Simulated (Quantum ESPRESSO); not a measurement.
**Ga under changes of volume**

One of the cells (18.685 Å³/atom); the others are scaled copies at fixed shape and fractional positions:

```
Ga
1.0
     1.45000   -4.06500    0.00000
     1.45000    4.06500    0.00000
     0.00000    0.00000    3.17000
Ga
2
Cartesian
  1.4500 2.9837 2.3775
  1.4500 -2.9837 0.7925
```

This isn't the form of Ga at room conditions, which is orthorhombic.

| Item | Value |
| --- | --- |
| Program | Quantum ESPRESSO 7.5 |
| Functional | PBE |
| Potentials or basis | SSSP 1.3 efficiency PBE |
| Cutoff | 952 eV |
| Density cutoff | 7619 eV |
| k mesh | 10 × 10 × 8 |
| Occupations | fermi-dirac, width 0.05 eV |
| Spin | no spin polarisation |

```csv
volume (Å³/atom),energy over the lowest point (meV/atom),pressure (GPa),largest force (eV/Å)
17.564,?,?,?
17.937,14.75,3.8,0.226
18.311,6.89,2.5,0.219
18.685,2.10,1.3,0.212
19.058,0.00,0.2,0.204
19.432,0.29,-0.7,0.197
19.806,2.66,-1.6,0.188
```

Problem. What does the run at 17.564 Å³/atom give?

Solution. Energy over the lowest point 26.00 meV/atom; pressure 5.3 GPa; largest force 0.235 eV/Å.

Worked out: A Birch-Murnaghan fit of order 3 (a polynomial in V^(-2/3)) to the other rows has its minimum at 19.20 Å³/atom with B0 = V·E''(V) = 50 GPa and B' = 5.5 at fixed shape and positions, which overstates the stiffness. It gives 26.05 meV/atom at 17.564 Å³/atom, against the run's 26.00, and -dE/dV = 5.7 GPa, against 5.3.

Energies are extrapolated to zero smearing.
